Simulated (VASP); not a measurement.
CdO (Monteponite):

```xyz
2
Lattice="0.0000 2.3495 2.3495 2.3495 0.0000 2.3495 2.3495 2.3495 0.0000" Properties=species:S:1:pos:R:3 pbc="T T T"
Cd    0.0000    0.0000    0.0000
O     2.3495    2.3495    2.3495
```

| Item | Value |
| --- | --- |
| Program | VASP 6.6.1 |
| Task | relaxation of cell and atoms |
| Functional | revPBE |
| Dispersion | D4 |
| Potentials or basis | VASP PAW PBE potentials, release 64 (Cd, O) |
| Cutoff | 600 eV |
| k mesh | 10 × 10 × 10 |
| Occupations | fermi-dirac, width 0.05 eV |
| Spin | no spin polarisation |

At the start: pressure 4.0 GPa; volume 12.97 Å³/atom.

Question: Where does the relaxation end?

Answer: Over 3 steps the energy falls by 4.4 meV/atom and the volume is 13.34 Å³/atom (+2.8 %); space group Fm-3m (No. 225, to 0.05 Å).

The path:
```
step  energy change (eV)  largest force (eV/Å)  pressure (GPa)  volume (Å³)
   1              0.0000                0.0000            3.95        25.94
   2             -0.0052                0.0000           -2.24        27.16
   3             -0.0087                0.0000            0.02        26.67
```

Final structure:
```
Cd O
1.0
     0.00000    2.37140    2.37140
     2.37140    0.00000    2.37140
     2.37140    2.37140    0.00000
Cd O
1 1
Direct
  0.00000 0.00000 0.00000
  0.50000 0.50000 0.50000
```

Caveat: the PAW data sets were made with another functional, which shifts forces and pressure a little; pairwise dispersion overbinds metals, which lowers pressure and volume.
